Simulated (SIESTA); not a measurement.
Ni3Ge:

```xyz
4
Lattice="3.5303 0.0000 0.0000 0.0000 3.5303 0.0000 0.0000 0.0000 3.5303" Properties=species:S:1:pos:R:3 pbc="T T T"
Ge    0.0000    0.0000    0.0000
Ni    1.7652    1.7652    0.0000
Ni    0.0000    1.7652    1.7652
Ni    1.7652    0.0000    1.7652
```

The cell comes from a database or a generator and needn't be the stable form of this composition.

```yaml
Program: SIESTA 5.4.2
Task: single point
Functional: PBEsol
Potentials_or_basis: PseudoDojo 0.4 standard (PBEsol files)
Basis: DZP (energy shift 0.003 Ry; two zetas on semicore shells)
Grid_cutoff: 800 Ry
Energy_shift: 0.003 Ry
k_mesh: 8 × 8 × 8
Occupations: fermi-dirac, width 0.05 eV
Spin: collinear spin, ferromagnetic start
Starting_moments: "[0.0, 1.0, 1.0, 1.0] μB"
```

On this cell: pressure 0.4 GPa; largest force zero by symmetry; net moment 0.00 μB per cell; band gap on the k mesh none (metal or under the smearing width).

The same run follows on a disturbed copy (atoms moved at random, drawn with an rms of 0.05 Å):

```
CELL_PARAMETERS angstrom
3.53033 0.00000 0.00000
0.00000 3.53033 0.00000
0.00000 0.00000 3.53033
ATOMIC_POSITIONS crystal
Ge 0.01482 0.00613 0.99582
Ni 0.49066 0.49978 0.00353
Ni 0.99542 0.49706 0.50131
Ni 0.48740 0.00249 0.49681
```

Q: What does the disturbed cell give?

A: The energy (extrapolated to zero smearing) moves by +11.4 meV/atom; pressure 1.6 GPa; largest force 0.796 eV/Å; net moment 0.00 μB per cell; band gap on the k mesh none (metal or under the smearing width).

Forces on the atoms (eV/Å):
```
Ge  -0.759 -0.230  0.077
Ni   0.500  0.166 -0.156
Ni  -0.355  0.261 -0.036
Ni   0.612 -0.197  0.115
```

Stress tensor (GPa, compression positive):
```
 1.52 -0.18 -0.13
-0.18  1.77 -0.30
-0.13 -0.30  1.58
```

Caveats: short orbitals over semicore shells can move pressures by several GPa; the basis of atomic orbitals isn't converged, which shifts pressures, moduli and gaps.
